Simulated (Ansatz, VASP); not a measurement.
# Si in VASP and in Ansatz

Contents of POSCAR:

```
Si
1.0
    0.0000000000      2.7185000000      2.7185000000
    2.7185000000      0.0000000000      2.7185000000
    2.7185000000      2.7185000000      0.0000000000
Si
2
Direct
    0.5000000000      0.5000000000      0.5000000000
    0.7500000000      0.7500000000      0.7500000000
```

File INCAR.step1:

```
SYSTEM = Si
PREC = Accurate
ENCUT = 520
ISMEAR = 0
SIGMA = 0.1
LREAL = .FALSE.
LASPH = .TRUE.
NELM = 100
NBANDS = 11
GGA = PE
ALGO = Normal
EDIFF = 1E-4
LWAVE = .TRUE.
LCHARG = .FALSE.
```

The input INCAR.step2:

```
SYSTEM = Si
PREC = Accurate
ENCUT = 520
EDIFF = 1E-6
ISMEAR = 0
SIGMA = 0.1
LREAL = .FALSE.
LASPH = .TRUE.
NELM = 100
ALGO = Normal
ISIF = 2
LWAVE = .FALSE.
LCHARG = .FALSE.
METAGGA = R2SCAN
LMIXTAU = .TRUE.
NBANDS = 11
ISTART = 1
```

Contents of KPOINTS:

```
Automatic mesh
0
G
  6 6 6
  0 0 0
```

Input for Ansatz:

```yaml
crystal:
  lattice:
    - [0.0, 2.7185, 2.7185]
    - [2.7185, 0.0, 2.7185]
    - [2.7185, 2.7185, 0.0]
  atoms:
    - { symbol: Si, position: [0.5, 0.5, 0.5] }
    - { symbol: Si, position: [0.75, 0.75, 0.75] }
basis:
  ecutwfc: 500
kpoints:
  mp_grid: { grid: [6, 6, 6] }
hamiltonian:
  xc: r2scan
  pseudopotentials: { kind: paw, azcp: { folder: soft_1 } }
scf:
  occupations: { method: gaussian, width: 0.1 }
output:
  forces: true
  stress: true
  eigenvalues: true
```

Alike in both runs: task single point; functional r2SCAN; k mesh 6 × 6 × 6; occupations gaussian, width 0.1 eV; no spin polarisation.

```csv
,VASP,Ansatz
version,VASP 6.6.1,Ansatz 0.2.0
potentials or method,"VASP PAW PBE potentials, release 64 (Si)","scalar-relativistic, plane waves, PAW"
plane-wave cutoff (eV),520,500
valence electrons in the cell,8,8
```

```tsv
	VASP	Ansatz	Ansatz less VASP
gap on the k mesh at the Fermi level (eV)	0.92	0.91	-0.013
least direct gap on the mesh (eV)	2.76	2.74	-0.017
pressure (GPa)	0.2	0.4	+0.23
```

The functional is the same, so the differences come from potentials, cutoffs and numerics.

Caveats: the PAW data sets were made with another functional, which shifts forces and pressure a little (VASP). A k mesh can miss the band edges. r2SCAN opens gaps a little over a GGA but as a rule still falls short of measured ones.
